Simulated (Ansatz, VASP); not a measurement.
## TiO2 (Anatase): VASP beside Ansatz

Aim: how closely do two programs agree when they are given the same cell, functional and k mesh? The cell is taken from a series of runs on this material, whose earlier steps may have relaxed, scaled, displaced or heated it; both programs get it as it stands.

Method: plane waves, with VASP 6.6.1 beside it; dielectric response at LDA, in Ansatz 0.2.0.

## 1. The starting structure

Symmetry: I4_1/amd, No. 141, tetragonal system. The conventional cell has a = 3.784 Å, b = 3.784 Å, c = 9.515 Å, α = 90.00°, β = 90.00°, γ = 90.00°. Nearest to Ti lie 6 O at 1.93 to 1.98 Å. Nearest to O lie 3 Ti at 1.93 to 1.98 Å. Farther neighbours and most contacts between anions are not listed.

## 2. Ansatz: dielectric response, LDA

Ansatz runs on its PAW soft_1 files.

The response to a field tests empty states and converges slowly with the mesh.

Input file input.yaml:

```yaml
crystal:
  lattice:
    - [-1.8921, 1.8921, 4.7573]
    - [1.8921, -1.8921, 4.7573]
    - [1.8921, 1.8921, -4.7573]
  atoms:
    - { symbol: Ti, position: [0.75, 0.25, 0.5] }
    - { symbol: Ti, position: [0.0, 0.0, 0.0] }
    - { symbol: O, position: [0.7919, 0.7919, 0.0] }
    - { symbol: O, position: [0.5419, 0.0419, 0.5] }
    - { symbol: O, position: [0.9581, 0.4581, 0.5] }
    - { symbol: O, position: [0.2081, 0.2081, 0.0] }
kpoints:
  mp_grid: { grid: [8, 8, 8] }
scf:
  occupations: { method: fixed }
hamiltonian:
  xc: lda
  pseudopotentials: { kind: paw, azcp: { folder: soft_1 }, xc_functional: pbe }
dielectric: {}
```

On the command line:

```console
ansatz run input.yaml --threads 4 --pin off --max-ram 8192MiB --backend cpu --events-out ev --progress --plain --runs-dir out
```

Numbers of over 12 decimals in the logs are rounded to 6 here.

The program printed:

```text
Engine: ansatz 0.2.0, aarch64-unknown-linux-gnu
Pseudopotentials: kind: paw
Pseudopotential: Ti, paw, valence charge 12, recommended cutoff 420 eV (normal), soft_1/Ti.paw.azcp
Pseudopotential: O, paw, valence charge 6, recommended cutoff 420 eV (normal), soft_1/O.paw.azcp
Functional definition: SPW92
  exchange = slater_x
  correlation = pw_c
Crystal: 6 atoms, lattice volume = 68.125 Å³
Basis set: ecut = 420 eV, 1315 PW (Γ), exchange–correlation on 80×80×80 points (8 copies of the dense FFT grid, shifted against one another)
Bands: 30, of which v1, the nominal top of the filled ones, is band 24 counted from 1 (23 counted from 0)
Symmetry: 16 space group operations
k-points: 150 of 512 (irreducible under 2 space group operations, time reversal used)
Non-local potential: Ti, projectors of the file, l = 0: 3, l = 1: 2, l = 2: 3, l = 3: 1
Non-local potential: O, projectors of the file, l = 0: 2, l = 1: 2, l = 2: 1
PAW form: soft (Blöchl's): semilocal exchange-correlation on the pseudo side does not see the compensation charge
PAW frozen core: Ti, regenerated for the run's functional, and the local potential with it (the file was generated under x = pbe(κ = 0.804, μ = 0.219515), c = pbe(β = 0.066725))
PAW frozen core: O, regenerated for the run's functional, and the local potential with it (the file was generated under x = pbe(κ = 0.804, μ = 0.219515), c = pbe(β = 0.066725))
PAW one-centre angular grid: Ti, 590 points (default); XC on 64 Gauss nodes
PAW one-centre angular grid: O, 110 points (default); XC on 64 Gauss nodes
Initial density: superposition of atomic densities (chi_scale 0.1, normalization cell, long waves kept (reshape's long-wave potential 0.00 eV rms))
Initial wavefunctions: pseudopotential atomic-orbital guess
Functional: x = slater, c = lda
SCF iter   1: F=—  HF=-7130.929056 eV  |F-HF|=—  |Δ(HF+E_count)|=         —  Δρ=5.26e-2  dr2=2.05e0  ethr=3.10e-3  ⟨swp⟩=3.7  Hψ=14780  notcnv=0  defer=273
preconditioner: auto → none  [insulator: Δε(μ)=2.129 eV  Ē_g=9.641 eV  n_scr=14 (ndim 8)  ℏωp=25.4 eV  f_vac=0.000  ε∞_Penn≈8.0]
SCF iter   2: F=—  HF=-7130.525486 eV  |F-HF|=—  |Δ(HF+E_count)|=   4.04e-1  Δρ=3.90e-2  dr2=6.87e-1  ethr=3.10e-3  ⟨swp⟩=2.0  Hψ=8612  notcnv=0  defer=268
SCF iter   3: F=—  HF=-7130.619143 eV  |F-HF|=—  |Δ(HF+E_count)|=   9.37e-2  Δρ=3.70e-2  dr2=1.01e0  ethr=1.43e-3  ⟨swp⟩=2.5  Hψ=7426  notcnv=0  defer=395
SCF iter   4: F=—  HF=-7130.441164 eV  |F-HF|=—  |Δ(HF+E_count)|=   1.78e-1  Δρ=6.61e-3  dr2=1.40e-2  ethr=1.43e-3  ⟨swp⟩=2.8  Hψ=8460  notcnv=0  defer=250
SCF iter   5: F=—  HF=-7130.444414 eV  |F-HF|=—  |Δ(HF+E_count)|=   3.25e-3  Δρ=1.49e-3  dr2=1.41e-3  ethr=2.91e-5  ⟨swp⟩=2.7  Hψ=7867  notcnv=0  defer=563
SCF iter   6: F=—  HF=-7130.444262 eV  |F-HF|=—  |Δ(HF+E_count)|=   1.53e-4  Δρ=8.91e-4  dr2=6.24e-4  ethr=2.93e-6  ⟨swp⟩=2.1  Hψ=8149  notcnv=0  defer=600
SCF iter   7: F=—  HF=-7130.444154 eV  |F-HF|=—  |Δ(HF+E_count)|=   1.07e-4  Δρ=3.65e-4  dr2=1.06e-4  ethr=1.30e-6  ⟨swp⟩=2.0  Hψ=6092  notcnv=0  defer=600
SCF iter   8: F=—  HF=-7130.444131 eV  |F-HF|=—  |Δ(HF+E_count)|=   2.31e-5  Δρ=7.95e-5  dr2=5.06e-6  ethr=2.21e-7  ⟨swp⟩=2.0  Hψ=5292  notcnv=0  defer=241
SCF iter   9: F=—  HF=-7130.444136 eV  |F-HF|=—  |Δ(HF+E_count)|=   4.32e-6  Δρ=7.67e-6  dr2=4.83e-8  ethr=1.05e-8  ⟨swp⟩=2.2  Hψ=6037  notcnv=0  defer=241
SCF iter  10: F=—  HF=-7130.444136 eV  |F-HF|=—  |Δ(HF+E_count)|=   2.90e-7  Δρ=3.98e-7  dr2=8.49e-11  ethr=1.00e-12  ⟨swp⟩=8.1  Hψ=19922  notcnv=0
SCF iter  11: F=-7130.444136 eV  HF=-7130.444136 eV  |F-HF|=1.82e-12  |Δ(HF+E_count)|=  1.46e-11  Δρ=3.38e-8  dr2=5.00e-13  ethr=1.00e-12  ⟨swp⟩=1.2  Hψ=9431  notcnv=0
SCF 1 converged in 11 iterations: F = -7130.444136 eV  dr2 = 5.00e-13
  greatest PAW one-centre occupation: 0.998 electrons in one spin orbital (limit 2), on the Ti atom at site 1 (counted from 0), in its partial waves of l = 0
NSCF: frozen V_eff on 2 k-points
DFPT response loops at Γ: preconditioner auto → Resta (q_TF=auto, 2.574 Å⁻¹)  ε∞=5.4 (no band partly filled); β = 1.00, the filter's whole step (`scf.mixing.beta` (0.50) is not read by the response loops at its default; to damp them type it under 1.00, their step now; it binds the ground state too); Broyden in place of MSR1
── the response to a field inside a basis, on 8×8×8 k-points: an SCF that follows is theirs, and a resumed run solves both again ──
Bands: 25, of which v1, the nominal top of the filled ones, is band 24 counted from 1 (23 counted from 0)
k-points: 56 of 512
Initial density: handed on by an earlier stage of this run
Initial wavefunctions: pseudopotential atomic-orbital guess (no wavefunctions were taken with the density)
Eigensolver: Dense (56 Hₖ)
SCF iter   1: F=—  HF=-7130.433997 eV  |F-HF|=—  |Δ(HF+E_count)|=         —  Δρ=3.81e-4  dr2=2.22e-5  ethr=1.00e-1
preconditioner: auto → none  [insulator: Δε(μ)=2.058 eV  Ē_g=8.881 eV  n_scr=14 (ndim 8)  ℏωp=25.4 eV  f_vac=0.093  ε∞_Penn≈9.2]
SCF iter   2: F=—  HF=-7130.433993 eV  |F-HF|=—  |Δ(HF+E_count)|=   3.77e-6  Δρ=1.92e-4  dr2=2.13e-5  ethr=4.63e-8
SCF iter   3: F=—  HF=-7130.433992 eV  |F-HF|=—  |Δ(HF+E_count)|=   5.56e-7  Δρ=1.81e-4  dr2=1.48e-5  ethr=4.44e-8
SCF iter   4: F=—  HF=-7130.433989 eV  |F-HF|=—  |Δ(HF+E_count)|=   2.86e-6  Δρ=2.20e-5  dr2=1.42e-7  ethr=3.08e-8
SCF iter   5: F=-7130.433989 eV  HF=-7130.433989 eV  |F-HF|=8.17e-10  |Δ(HF+E_count)|=  3.09e-11  Δρ=3.34e-6  dr2=1.98e-9  ethr=2.96e-10
SCF 1 converged in 5 iterations: F = -7130.433989 eV  dr2 = 1.98e-9
  greatest PAW one-centre occupation: 0.998 electrons in one spin orbital (limit 2), on the Ti atom at site 0 (counted from 0), in its partial waves of l = 0
DFPT response loops at Γ: mixed as the last ones told, above
SCF converged after 11 iterations
Free energy (F): -7130.444136 eV
Harris-Foulkes:  -7130.444136 eV  (|F-HF|=1.82e-12)
Internal energy: -7130.444136 eV  (E = F + TS)
E sigma→0 (E₀):  -7130.444136 eV
Fermi energy:    6.842213 eV
--- Per-component energies (eV) ---
  E_band       = -469.256073
  E_kinetic    = 1226.296475
  E_local      = -3683.520183  (includes V_loc(G=0)·N_el)
  E_nonlocal   = 339.588029
  E_hartree    = 1410.026333
  E_xc         = -512.386409
  E_vxc        = -652.842033  (∫ρ·V_xc dr)
  E_paw        = -2589.295415  (= ΣΔE_a)
  E_vpaw       = -518.834065  (= ΣTr[D̂ρ^β])
  E_aug_tail   = 0.002999  (compensation charges beyond the density's cutoff)
  E_ewald      = -3322.195552
  E_core_change = 1.039587  (= ΣΔE_core)
  E_smearing   = -0.000000  (= −TS)
  E_closure    = -0.000000  (closes the sum)
  Σ components = -7130.444136   (vs F -7130.444136, Δ=0.00e0)
--- Band table (eV; the first three rows and the last of 150) ---
  k-point 0: bands = [... 20 lower, 6.1135, 6.1173, 6.4045, 6.4045, 8.9033, 9.6714, 10.8179, 10.8179, ... 2 higher]
  k-point 1: bands = [... 20 lower, 5.7846, 5.7919, 6.1674, 6.5760, 9.5418, 9.7499, 10.2757, 10.6101, ... 2 higher]
  k-point 2: bands = [... 20 lower, 5.0321, 5.9058, 6.2769, 6.6275, 9.7966, 9.9718, 10.3376, 10.5799, ... 2 higher]
  k-point 149: bands = [... 20 lower, 5.6062, 5.6062, 6.7584, 6.7584, 9.2733, 9.2733, 10.6001, 10.6001, ... 2 higher]
--- Dielectric response (ions clamped): 3 representative field directions + reference, inside a basis on a mesh of 512 k-points (Σ response iterations 15) ---
  ε∞ (high-frequency dielectric tensor):
        6.935775    -0.000000     0.000000
       -0.000000     6.935775    -0.000000
        0.000000    -0.000000     6.376006
  Born effective charges Z* (e; rows j = field, columns β = displacement):
    site 0:
         6.55371   -0.00000    0.00000
        -0.00000    6.55371   -0.00000
         0.00000    0.00000    5.77261
    site 1:
         6.55371   -0.00000    0.00000
        -0.00000    6.55371   -0.00000
         0.00000   -0.00000    5.77261
    site 2:
        -5.42720    0.00000   -0.00000
        -0.00000   -1.12651    0.00000
        -0.00000   -0.00000   -2.88630
    site 3:
        -1.12651    0.00000   -0.00000
         0.00000   -5.42720    0.00000
         0.00000    0.00000   -2.88630
    site 4:
        -5.42720    0.00000   -0.00000
        -0.00000   -1.12651    0.00000
        -0.00000   -0.00000   -2.88630
    site 5:
        -1.12651    0.00000   -0.00000
         0.00000   -5.42720    0.00000
         0.00000    0.00000   -2.88630
  Z* charge neutrality: 8.209e-3 e pre-enforcement
  solved inside a basis spanned on kpoints, on 8×8×8 k-points, its susceptibility summed on 12×12×14: ε∞ is read to err by 2.1e-2, Z* by 2.8e-2 e (field_mesh: kpoints solves on kpoints); Z* is corrected for what the basis lacks
```

[end of part 1 of 2]

[Lines on the potential files, build, host, timing and source positions are cut from VASP's logs without a mark.]

[Logs are printed without paths, hosts, clocks, repeated set-up lines and the standing remarks that a program may print on its own settings, such as how far it seeks lower states.]

[Hosts, paths, dates, database ids (printed as entryN), source tags and the programs' standing remarks are cut or masked in the printed files.]
